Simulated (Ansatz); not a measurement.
Set up this calculation in Ansatz 0.2.0, as the native input.

```yaml
Task: relaxation of cell and atoms
Functional: BLYP
Potentials_or_basis: all-electron LAPW, scalar-relativistic
Basis_error_allowed: 0.001 eV/atom
k_mesh: 7 × 7 × 7
Occupations: fermi-dirac, width 0.05 eV
Spin: no spin polarisation
```

Crystal: TePb.

```
CELL_PARAMETERS angstrom
4.00229 0.00000 0.00000
0.00000 4.00229 0.00000
0.00000 0.00000 4.00229
ATOMIC_POSITIONS crystal
Pb 0.00000 0.00000 0.00000
Te 0.50000 0.50000 0.50000
```

Measurements of this composition are mostly on another form, of space group No. 225.

The input as run:

input.yaml

```yaml
crystal:
  lattice:
    - [4.002287, 0.0, 0.0]
    - [0.0, 4.002287, 0.0]
    - [0.0, 0.0, 4.002287]
  atoms:
    - { symbol: Pb, position: [0.0, 0.0, 0.0] }
    - { symbol: Te, position: [0.5, 0.5, 0.5] }
kpoints:
  mp_grid: { grid: [7, 7, 7] }
scf:
  occupations: { method: fermi_dirac, width: 0.05 }
hamiltonian:
  xc: blyp
  pseudopotentials: { kind: all_electron, lapw: { basis_error: 0.001 } }
output:
  forces: true
  stress: true
relax:
  f_tol: 0.005
  max_steps: 60
  cell: {}
```

Potentials or basis: all-electron LAPW, scalar-relativistic.

Command:

```sh
$ ansatz run input.yaml --threads 1 --pin off --max-ram 3072MiB --backend cpu --events-out ev --progress --plain --runs-dir out
```

Results of the run:

```yaml
Relaxed_volume: 35.10 Å³/atom
Relaxed_cell: a = 4.125 Å, b = 4.125 Å, c = 4.125 Å, α = 90.00°, β = 90.00°, γ = 90.00°
Space_group_after_relaxing_to_0.05_Å: Pm-3m (No. 221)
Energy_gained_by_relaxing: 32.2 meV/atom
Ionic_steps: 3
Pressure_after_relaxing: 0.0 GPa
```

Wall time 10 s on 1 thread of Intel(R) Xeon(R) Platinum 8488C (Sapphire Rapids) (shared host), peak memory 0.35 GiB.
